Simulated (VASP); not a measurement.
**SnTe: single point with PBE**

SnTe:

```
Te Sn
1.0
     0.00000    3.61115    3.61115
     3.61115    0.00000    3.61115
     3.61115    3.61115    0.00000
Te Sn
1 1
Direct
  0.25000 0.25000 0.25000
  0.00000 0.00000 0.00000
```

Measurements of this composition are mostly on another form, of space group No. 225.

| Quantity | Value |
| --- | --- |
| Program | VASP 6.6.1 |
| Task | single point |
| Functional | PBE |
| Potentials or basis | VASP PAW PBE potentials, release 64 (Te_GW, Sn_d_GW) |
| Cutoff | 450 eV |
| k mesh | 3 × 3 × 3 |
| Occupations | gaussian, width 0.02 eV |
| Spin | no spin polarisation |
| Further INCAR settings | ALGO = Normal; EDIFF = 1e-06; NBANDS = 17 |

* Pressure: -0.9 GPa
* Band gap on the k mesh: 0.82 eV, indirect (least direct gap 0.98 eV)

Levels at points of the mesh, in eV from the valence-band top:
```
           k point  band 6  band 7  band 8  band 9  band 10  band 11  band 12  band 13  band 14  band 15
(0.00, 0.00, 0.00)  -10.98   -4.61   -1.37   -1.37    -1.37     1.60     1.60     1.60     4.70     7.06
```

It took 16 s on 1 thread of Intel(R) Xeon(R) Platinum 8259CL CPU @ 2.50GHz (Skylake/Cascade Lake), with other jobs on the host, peak memory 0.2 GiB.

Caveat: the k mesh is coarse (spacing up to 0.50 Å⁻¹), so the values aren't converged; spin-orbit coupling is left out, which moves the levels of the heavy elements; an odd mesh through Γ misses points on the zone boundary, where band edges often lie.
